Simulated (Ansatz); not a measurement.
# Where H_S puts its levels in the gap of CdS (F-43m)

Charge states of H_S in CdS (F-43m), set against the band edges. Model: a cell of 54 host atoms with 1 S taken out and 1 H put in.

Method: place-levels on r2SCAN runs: charge-transition levels and formation energies with image-charge correction and potential alignment at the atomic sites; PAW set soft_1, in Ansatz 0.2.0.

## (1) Set-up

The cell holds 54 atoms: 27 Cd, 26 S and 1 H. Cell: a = 12.471 Å, b = 12.471 Å, c = 12.471 Å, α = 60.0°, β = 60.0°, γ = 60.0°. It derives from CdS (space group F-43m). Nearest the centre at fractional (0.250, 0.583, 0.583): H10 at 0.00 Å, Cd35 at 2.55 Å, Cd29 at 2.55 Å, Cd17 at 2.55 Å, Cd33 at 2.55 Å, S12 at 4.16 Å, S16 at 4.16 Å, S26 at 4.16 Å.

Coordinates:

```xyz
54
Lattice="0.0000 8.8180 8.8180 8.8180 0.0000 8.8180 8.8180 8.8180 0.0000" Properties=species:S:1:pos:R:3 pbc="T T T"
Cd    0.0000    0.0000    0.0000
S     4.4090    4.4090    4.4090
Cd    2.9393    2.9393    0.0000
S     7.3484    7.3484    4.4090
Cd    5.8787    5.8787    0.0000
S    10.2877   10.2877    4.4090
Cd    2.9393    0.0000    2.9393
S     7.3484    4.4090    7.3484
Cd    5.8787    2.9393    2.9393
H    10.2877    7.3484    7.3484
Cd    8.8180    5.8787    2.9393
S    13.2270   10.2877    7.3484
Cd    5.8787    0.0000    5.8787
S    10.2877    4.4090   10.2877
Cd    8.8180    2.9393    5.8787
S    13.2270    7.3484   10.2877
Cd   11.7574    5.8787    5.8787
S    16.1664   10.2877   10.2877
Cd    0.0000    2.9393    2.9393
S     4.4090    7.3484    7.3484
Cd    2.9393    5.8787    2.9393
S     7.3484   10.2877    7.3484
Cd    5.8787    8.8180    2.9393
S    10.2877   13.2270    7.3484
Cd    2.9393    2.9393    5.8787
S     7.3484    7.3484   10.2877
Cd    5.8787    5.8787    5.8787
S    10.2877   10.2877   10.2877
Cd    8.8180    8.8180    5.8787
S    13.2270   13.2270   10.2877
Cd    5.8787    2.9393    8.8180
S    10.2877    7.3484   13.2270
Cd    8.8180    5.8787    8.8180
S    13.2270   10.2877   13.2270
Cd   11.7574    8.8180    8.8180
S    16.1664   13.2270   13.2270
Cd    0.0000    5.8787    5.8787
S     4.4090   10.2877   10.2877
Cd    2.9393    8.8180    5.8787
S     7.3484   13.2270   10.2877
Cd    5.8787   11.7574    5.8787
S    10.2877   16.1664   10.2877
Cd    2.9393    5.8787    8.8180
S     7.3484   10.2877   13.2270
Cd    5.8787    8.8180    8.8180
S    10.2877   13.2270   13.2270
Cd    8.8180   11.7574    8.8180
S    13.2270   16.1664   13.2270
Cd    5.8787    5.8787   11.7574
S    10.2877   10.2877   16.1664
Cd    8.8180    8.8180   11.7574
S    13.2270   13.2270   16.1664
Cd   11.7574   11.7574   11.7574
S    16.1664   16.1664   16.1664
```

The host's dielectric constants go in as inputs: 6.49 for the electrons alone, 10.34 with the ions, computed on the host (DFPT, PBEsol, on the r2SCAN cell), and a cell off the functional's own equilibrium shifts the ionic part.

The cell's shortest repeat is 12.5 Å.

## (2) Charge states

A transition level is the Fermi level at which two charge states cost the same, so each charge needs its own total energy, at its own relaxed structure.

Each atom starts 0.05 Å or so off its site in a random direction: a symmetric start keeps its symmetry, and would miss off-centre moves and Jahn–Teller distortions. Forces are taken at one point at (¼, ¼, ¼). The cell holds 1 electron more than the neutral one, with a uniform background that keeps it neutral on the whole.

The sampling was tested on the host first: at the k-points planned (1x1x1 shifted 0.25 0.25 0.25) its energy lies 0.033 eV an atom from the dense-mesh value, so the final energies take a denser sampling.

One state's input; the others differ in charge, spin, start and seed, and in occupations where the table says so.

The input, qm1.relax/input.yaml:

```yaml
crystal:
  lattice:
    - [0.0, 2.93934323, 2.93934323]
    - [2.93934323, 0.0, 2.93934323]
    - [2.93934323, 2.93934323, 0.0]
  atoms:
    - { symbol: Cd, position: [0.0, 0.0, 0.0] }
    - { symbol: S, position: [0.75, 0.75, 0.75] }
  supercell: [3, 3, 3]
  defects: [{ substitution: { at: 9, symbol: H } }]
total_charge: -1
basis:
  ecutwfc: 500
  xc_grid: 2
hamiltonian:
  xc: r2scan
  pseudopotentials: { kind: paw, azcp: { folder: soft_1 } }
kpoints:
  mp_grid: { grid: [1, 1, 1], shift: [0.25, 0.25, 0.25] }
scf:
  occupations: { method: fixed }
  max_iter: 100
output:
  forces: true
  charged_corrections: { epsilon: 6.49, static_epsilon: 10.34 }
relax:
  f_tol: 0.02
  max_steps: 80
  random_displacement: { amplitude: 0.05, seed: 2812 }
checkpoint:
  write: "../qm1.relax.run"
  compress: false
  write_wavefunctions: true
  write_every: 100000
```

Started as:

```
$ ansatz run input.yaml --threads 32 --pin off --max-ram 56524MiB --backend cuda --events-out ev --progress --plain --runs-dir out --max-vram 78GiB
```

The relaxed structure is kept and the sampling changed to a 2×2×2 shifted mesh.

The run of this state that the levels use, under r2SCAN:

The input, qm1.point/input.yaml:

```yaml
crystal:
  checkpoint: "../qm1.relax.run"
  host: checkpoint
total_charge: -1
basis:
  ecutwfc: 500
  xc_grid: 2
hamiltonian:
  xc: r2scan
  pseudopotentials: { kind: paw, azcp: { folder: soft_1 } }
kpoints:
  mp_grid: { grid: [2, 2, 2], shift: [0.5, 0.5, 0.5] }
scf:
  occupations: { method: fermi_dirac, width: 0.01 }
  max_iter: 100
output:
  forces: true
  eigenvalues: true
  charged_corrections:
    epsilon: 6.49
    static_epsilon: 10.34
    defect_position: [0.25, 0.583333, 0.583333]
  eigenstates: { localisation: true }
  populations: true
  band_densities: [{ bands: [v1, v1] }, { bands: [c1, c1] }]
  write_density: true
  write_potential: true
  volumetric_format: npy
  elf: true
checkpoint:
  read: "../qm1.relax.run"
  write: "../qm1.point.run"
  compress: false
  write_wavefunctions: false
  write_every: 100000
```

Relaxations under r2SCAN at one point at (¼, ¼, ¼); times on 1 × NVIDIA GB200 with 32 threads of Arm Neoverse V2, shared host:

```tsv
charge	moment (μB)	occupations	outcome	steps	largest displacement against the far atoms (Å)	time
−1	0	fixed	converged	12	0.69	14 s
0	1	fixed	converged	11	0.67	19 s
+1	0	fixed	converged	12	0.66	11 s
+2	1	fixed	not converged	5	-	21 s
+2	1	fermi-dirac	converged	10	0.67	22 s
−1	2	fixed	converged	13	1.07	19 s
```

Single points under r2SCAN at a 2×2×2 shifted mesh; times on 1 × NVIDIA GB200 with 32 threads of Arm Neoverse V2, shared host:

```tsv
charge	moment (μB)	occupations	outcome	time
−1	0	fermi-dirac	converged	6.1 s
0	1	fermi-dirac	converged	13 s
+1	0	fermi-dirac	converged	5.9 s
+2	1	fermi-dirac	converged	11 s
−1	2	fermi-dirac	converged	13 s
```

Distances (Å) from H10 to the nearest atoms after relaxation with r2SCAN:

```tsv
charge	moment (μB)	1.	2.	3.	4.	5.	6.
−1	0	Cd 1.95	Cd 1.95	Cd 3.42	Cd 3.56	S 3.65	S 3.65
−1	2	Cd 1.92	Cd 1.93	Cd 3.13	Cd 3.14	S 3.53	S 3.53
0	1	Cd 1.95	Cd 1.95	Cd 3.49	Cd 3.52	S 3.66	S 3.66
+1	0	Cd 1.96	Cd 1.96	Cd 3.50	Cd 3.52	S 3.67	S 3.67
+2	1	Cd 1.95	Cd 1.95	Cd 3.51	Cd 3.51	S 3.67	S 3.67
```

## (3) Placing the levels, r2SCAN

A charged cell interacts with its images and the background, and its potential has another zero than the host's. place-levels removes the first by a point-charge model, screened by the static dielectric constant since the ions have relaxed around the charge, and the second by comparing potentials at atoms far from the defect.

The host is a run of the defect-free crystal in the same cutoffs, grids and k-points, so that basis and sampling errors cancel in part in the differences. The host is run in a cell of 2 atoms on a matching mesh. Its band edges are searched through the zone by a band path, so the gap is smaller than, or equal to, that on the mesh. Chemical potentials are energies per atom of S (S12 rings, Pnnm, not the stable S8 form) and H (H2 molecule), run with the same functional and cutoff.

The input, levels.point.yaml:

```yaml
host:
  run: host.point.run
states: [qm1.point.run, q0_M1.point.run, qp1.point.run, qp2_M1.point.run, qm1_M2.point.run]
geometry_from:
  qm1.point.run: qm1.relax.run
  q0_M1.point.run: q0_M1.relax.run
  qp1.point.run: qp1.relax.run
  qp2_M1.point.run: qp2_M1.relax_smeared.run
  qm1_M2.point.run: qm1_M2.relax.run
  host.point.run: host.relax.run
chemical_potentials:
  S:
    energy: -905.804739
    dataset: "<sha256 of the dataset>"
  H:
    energy: -15.945394
    dataset: "<sha256 of the dataset>"
epsilon: 6.49
static_epsilon: 10.34
vertical:
  - { from: qm1.point.run, to: qm1.point_neutral.run }
  - { from: qp1.point.run, to: qp1.point_neutral.run }
  - { from: qp2_M1.point.run, to: qp2_M1.point_neutral.run }
  - { from: qm1_M2.point.run, to: qm1_M2.point_neutral.run }
```

Started as:

```
$ ansatz place-levels levels.point.yaml -- --threads 32 --pin off --max-ram 56524MiB --backend cuda --max-vram 78GiB
```

Numbers of over 12 decimals in the logs are rounded to 6 here.

The program printed:

```text
[... repeated set-up lines and file paths are left out, and long positions are rounded to six places ...]
(+2/+1) 0.000 eV above the valence edge (-0.452 eV without the band-filling correction), 1.537 eV under the conduction edge
(+1/0) 1.551 eV above the valence edge (+2.195 eV without the band-filling correction), in the conduction band
(0/-1) 2.075 eV above the valence edge (+2.417 eV without the band-filling correction), in the conduction band
formation energy of charge +2: +1.693 eV with the Fermi level at the valence edge
formation energy of charge +1: +1.693 eV with the Fermi level at the valence edge
formation energy of charge 0: +3.244 eV with the Fermi level at the valence edge
formation energy of charge -1: +5.319 eV with the Fermi level at the valence edge
vertical -1 to 0: no energy, since no alignment is typed
  the change from vertical[0].from (qm1.point.run) to vertical[0].to (qm1.point_neutral.run): by its potential at epsilon 6.49 it stands at 0.328 0.543 0.661, with an rms radius of about 5.5 Å (3.3 3.1 3.3 Å across the planes of the cell's vectors); [...]
vertical +1 to 0: no energy, since no alignment is typed
  the change from vertical[1].from (qp1.point.run) to vertical[1].to (qp1.point_neutral.run): by its potential at epsilon 6.49 it stands at 0.218 0.636 0.636, with an rms radius of about 5.1 Å (2.7 3.1 3.1 Å across the planes of the cell's vectors); [...]
vertical +2 to 0: no energy, since no alignment is typed
  the change from vertical[2].from (qp2_M1.point.run) to vertical[2].to (qp2_M1.point_neutral.run): by its potential at epsilon 6.49 it stands at 0.615 0.575 0.575, with an rms radius of about 7.1 Å (4.2 4.0 4.0 Å across the planes of the cell's vectors); [...]
vertical -1 to 0: no energy, since no alignment is typed
  the change from vertical[3].from (qm1_M2.point.run) to vertical[3].to (qm1_M2.point_neutral.run): by its potential at epsilon 6.49 it stands at 0.269 0.586 0.602, with an rms radius of about 4.7 Å (2.7 2.8 2.7 Å across the planes of the cell's vectors); [...]
  edges by r2scan, gap 1.537 eV; the host is sampled to repeats of 24.94 Å
  the defect's cells are sampled to repeats of 24.94 Å, like sampling
  charge +2: -246863.7242 eV with its correction of +0.212 eV, at epsilon 10.34, aligned at sites: -0.2561 eV, mean over 19 atomic sites at or beyond 6.24 Å from the host's site at [0.2501, 0.5834, 0.5834] by the defect at [0.2500, 0.5833, 0.5833], with [...]
  states[3] (qp2_M1.point.run): levels filled in part (TS 0.005 eV): its energy is of no whole electron's
  charge +1: -246857.8570 eV with its correction of +0.028 eV, at epsilon 10.34, aligned at sites: -0.1529 eV, mean over 19 atomic sites at or beyond 6.24 Å from the host's site at [0.2501, 0.5834, 0.5834] by the defect at [0.2500, 0.5833, 0.5833], with [...]
  charge 0: +0.000 eV for its dipole among its images, +0.000 omitted
[...]
of vertical[0].from (qm1.point.run): it parts from the run at its places by a charge that spreads by about 3.3 Å along one vector (1.8 Å or more is wide), by its potential at epsilon 6.49, taken for that of held ions (one typed too small widens it), where [...]
  of vertical[0].to (qm1.point_neutral.run): its moments are held at its close (magnetization.spin_locking), by a field of 0.273 eV a Bohr magneton, and its energy and levels are of the state that this holds: a run that lets them go can end lower; [...]
  of vertical[1].from (qp1.point.run): it parts from the run at its places by a charge that spreads by about 3.1 Å along one vector (1.8 Å or more is wide), by its potential at epsilon 6.49, taken for that of held ions (one typed too small widens it), where [...]
  of vertical[1].to (qp1.point_neutral.run): its moments are held at its close (magnetization.spin_locking), by a field of 0.277 eV a Bohr magneton, and its energy and levels are of the state that this holds: a run that lets them go can end lower; [...]
  vertical[2].from (qp2_M1.point.run): levels filled in part (TS 0.005 eV): its energy is of no whole electron's
  of vertical[2].from (qp2_M1.point.run): its moments are held at its close (magnetization.spin_locking), by a field of 0.039 eV a Bohr magneton, and
```

Run time: 0.46 s. Hardware: 32 threads of Arm Neoverse V2, shared host.

Under r2SCAN the gap is 1.54 eV, (+2/+1) 0.00 (with band filling), (+1/0) 1.55 (outside the gap) (with band filling), (0/−1) 2.07 (outside the gap) (with band filling) eV.

Levels between the charges placed, in eV above the valence top:

```tsv
	gap (eV)	(+2/+1)	(+1/0)	(0/−1)
r2SCAN	1.54	0.00	1.55	2.07
```

Corrections by state:

```tsv
charge	moment (μB)	image terms and alignment (eV)	band filling (eV)	ε used	over the lowest of its charge, as the program ranks them, band filling apart (eV)
+2	1.0	0.212	-0.452	10.34	0.000
+1	0.0	0.028	-	10.34	0.000
0	1.0	0.000	-0.643	-	0.000
−1	2.0	0.260	-0.986	10.34	0.000
−1	0.0	0.224	-	10.34	0.060
```

The charged structures listed were also run neutral, and place-levels reads from each pair, by the potential or the spins, how wide the charge is by which they differ; that can be the carrier of either run.

```tsv
charge	rms radius (Å)	spread where it is widest against the cell (Å)	wide from (Å)	reading
+2	7.1	4.22	1.76	wide
+1	5.1	3.06	1.76	wide
−1	4.7	2.76	1.76	wide
```

The neutral runs of these pairs need not share the spin of the lowest neutral state, and very wide values only mean spread over the cell.

From the program's caveats on the states, each cut to its opening words:

- charge +2 (1 μB): it parts from the run at its places by a charge that spreads by about 4.2 Å along one vector (1.8 Å or more is wide), by its potential at epsilon 6.49, taken [...]
- charge +2 (1 μB): a band-filling correction moves a carrier to the host's band edge, which changes its energy by -0.452 eV
- charge +2 (1 μB): its moments are held at its close (magnetization.spin_locking), by a field of 0.039 eV a Bohr magneton, and its energy and levels are of the state that this [...]
- charge +2 (1 μB), 0 (1 μB), −1 (2 μB): flagged: stability check not made
- charge +1: it parts from the run at its places by a charge that spreads by about 3.1 Å along one vector (1.8 Å or more is wide), by its potential at epsilon 6.49, taken [...]
- charge +1: its alignment with the host at atomic sites is doubtful: the mean over the far sites moves by -0.0807 eV from their farther parts to their nearer, more than [...]
- charge 0 (1 μB): a band-filling correction moves a carrier to the host's band edge, which changes its energy by -0.643 eV
- charge 0 (1 μB): its moments are held at its close (magnetization.spin_locking), by a field of 0.276 eV a Bohr magneton, and its energy and levels are of the state that this [...]
- charge −1 (2 μB): how wide its charge is, is not read beside other atoms or cores, and a band state would take no correction
- charge −1 (2 μB): a band-filling correction moves a carrier to the host's band edge, which changes its energy by -0.986 eV
- charge −1 (2 μB): the host's ions (past the first shell or, of a walk that freed a part, those that it held) aren't shown at rest: they stand up to 0.271 Å off their sites, 1.45 [...]
- charge −1 (2 μB): its moments are held at its close (magnetization.spin_locking), by a field of 0.425 eV a Bohr magneton, and its energy and levels are of the state that this [...]
- charge −1: it parts from the run at its places by a charge that spreads by about 3.3 Å along one vector (1.8 Å or more is wide), by its potential at epsilon 6.49, taken [...]
- charge −1: the host's ions (past the first shell or, of a walk that freed a part, those that it held) aren't shown at rest: they stand up to 0.184 Å off their sites, 1.00 [...]

Chemical potentials of the elements' reference phases, run alike. Formation energies (elemental references), with the Fermi level at the valence top and at the conduction bottom (gap 1.54 eV):

```tsv
charge	at valence top (eV)	at conduction bottom (eV)	correction included (eV)
+2	1.69	4.77	-0.24
+1	1.69	3.23	0.03
0	3.24	3.24	-0.64
−1	5.32	3.78	-0.73
```

Fermi level (eV), lowest formation energy (eV) and a bar from the least value:
```
     0.00       1.69 
     0.14       1.83 ###
     0.28       1.97 #####
     0.42       2.11 ########
     0.56       2.25 ###########
     0.70       2.39 ##############
     0.84       2.53 ################
     0.98       2.67 ###################
     1.12       2.81 ######################
     1.26       2.95 #########################
     1.40       3.09 ###########################
     1.54       3.23 ##############################
```

## (4) Placing the levels, PBEsol

PBEsol on the same structure is run to see how far the result rests on the functional, though not on the errors that semilocal functionals share.

The input, qm1.pbesol/input.yaml:

```yaml
crystal:
  checkpoint: "../qm1.relax.run"
  host: checkpoint
total_charge: -1
basis:
  ecutwfc: 420
  xc_grid: 2
hamiltonian:
  xc: pbesol
  pseudopotentials: { kind: paw, azcp: { folder: soft_1 }, xc_functional: pbe }
kpoints:
  mp_grid: { grid: [2, 2, 2], shift: [0.5, 0.5, 0.5] }
scf:
  occupations: { method: fermi_dirac, width: 0.01 }
  max_iter: 100
output:
  forces: true
  eigenvalues: true
  charged_corrections:
    epsilon: 6.49
    static_epsilon: 10.34
    defect_position: [0.25, 0.583333, 0.583333]
checkpoint:
  write: "../qm1.pbesol.run"
  compress: false
  write_wavefunctions: false
  write_every: 100000
```

Elapsed: 2.3 s, on 1 × NVIDIA GB200 with 32 threads; peak memory 1.4 GiB.

The input, levels.pbesol.yaml:

```yaml
host:
  run: host.pbesol.run
states: [qm1.pbesol.run, q0_M1.pbesol.run, qp1.pbesol.run, qp2_M1.pbesol.run, qm1_M2.pbesol.run]
geometry_from:
  qm1.pbesol.run: qm1.relax.run
  q0_M1.pbesol.run: q0_M1.relax.run
  qp1.pbesol.run: qp1.relax.run
  qp2_M1.pbesol.run: qp2_M1.relax_smeared.run
  qm1_M2.pbesol.run: qm1_M2.relax.run
  host.pbesol.run: host.relax.run
chemical_potentials:
  S:
    energy: -884.879195
    dataset: "<sha256 of the dataset>"
  H:
    energy: -15.609228
    dataset: "<sha256 of the dataset>"
```

Started as:

```
$ ansatz place-levels levels.pbesol.yaml -- --threads 32 --pin off --max-ram 56524MiB --backend cuda --max-vram 78GiB
```

The program printed:

```text
[...]
formation energy of charge +2: +1.624 eV with the Fermi level at the valence edge
formation energy of charge +1: +1.624 eV with the Fermi level at the valence edge
formation energy of charge 0: +2.590 eV with the Fermi level at the valence edge
formation energy of charge -1: +3.559 eV with the Fermi level at the valence edge
  edges by pbesol, gap 0.953 eV; the host is sampled to repeats of 24.94 Å
[... the lines on each state left out ...]
```

Elapsed: 0.24 s, on 32 threads.

Under PBEsol the gap is 0.95 eV, (+2/+1) 0.00 (with band filling), (+1/0) 0.97 (outside the gap) (with band filling), (0/−1) 0.97 (outside the gap) (with band filling) eV; the stage before (r2SCAN) gave a gap of 1.54 eV and levels within 1.11 eV of these.

## (5) Cost and result

Levels between neighbouring charges, in eV above each run's own valence top:

```tsv
	gap (eV)	(+2/+1)	(+1/0)	(0/−1)	GPU time a state at this stage (restarts are quicker than cold starts)
r2SCAN, 2×2×2 shifted mesh	1.54	0.00	1.55	2.07	9.7 s
PBEsol on r2SCAN structures, 2×2×2 shifted mesh	0.95	0.00	0.97	0.97	3.3 s
```

## (6) Outcome

- gap of the host: 1.54 eV (r2SCAN)
- level (plus 2/plus 1): 0.00 eV above the valence top (-0.45 eV above the valence top without the band-filling term)
- level (plus 1/0): 1.55 eV above the valence top, past the conduction bottom (2.19 eV above the valence top without the band-filling term)
- level (0/minus 1): 2.07 eV above the valence top, past the conduction bottom (2.42 eV above the valence top without the band-filling term)
- lowest of the charges placed, just above the valence top (0.02 eV): +1
- lowest of the charges placed, just below the conduction bottom (0.02 eV): +1
- lowest formation energy at mid-gap of the charges run, elemental references: 2.46 eV

What this shows: Of the charges placed (−1, 0, +1 and +2), +1 is the lowest from 0.02 eV above the valence top to 0.02 eV below the conduction bottom, a gap of 1.54 eV. States placed: +2 at 1 μB; +1 at 0 μB; 0 at 1 μB; −1 at 2 μB and 0 μB. Other spin states or structures, where not listed, weren't placed. The program finds carriers beyond a band edge of the host and adds a band-filling term at charge −1 (-0.99 eV), 0 (-0.64 eV) and +2 (-0.45 eV); steps to such a charge show no bound level, and a defect level inside a band would be read the same way. At charge −1 the atom put in ends up to 1.0 Å from its starting place, so the name tells the start alone and the levels can join different sites. H is taken at its element; compounds, which aren't counted here, bound the chemical potentials and would shift these formation energies. The program doubts the alignment of potentials for at least one state, a sign that the cell is small. Limits: r2SCAN makes the gap too small and tends to spread out bound carriers; spin–orbit coupling, which can matter with heavy atoms, is left out; force components of up to 0.26 eV/Å remain in a run at the final settings.

[Logs are printed without paths, hosts, clocks, repeated set-up lines and the standing remarks that a program may print on its own settings, such as how far it seeks lower states.]

[Hosts, paths, dates, database ids (printed as entryN), source tags and the programs' standing remarks are cut or masked in the printed files.]

[Where a table of states has a column of steps, it counts the stored structures, which are thinned; the runs took as many ionic steps or more.]

[A defect's name tells the site on which it was built; relaxed atoms can leave that site.]

[For some hosts the program warned that the k-mesh of the response run may be too coarse for force constants and the static dielectric constant; such warnings are not shown here.]
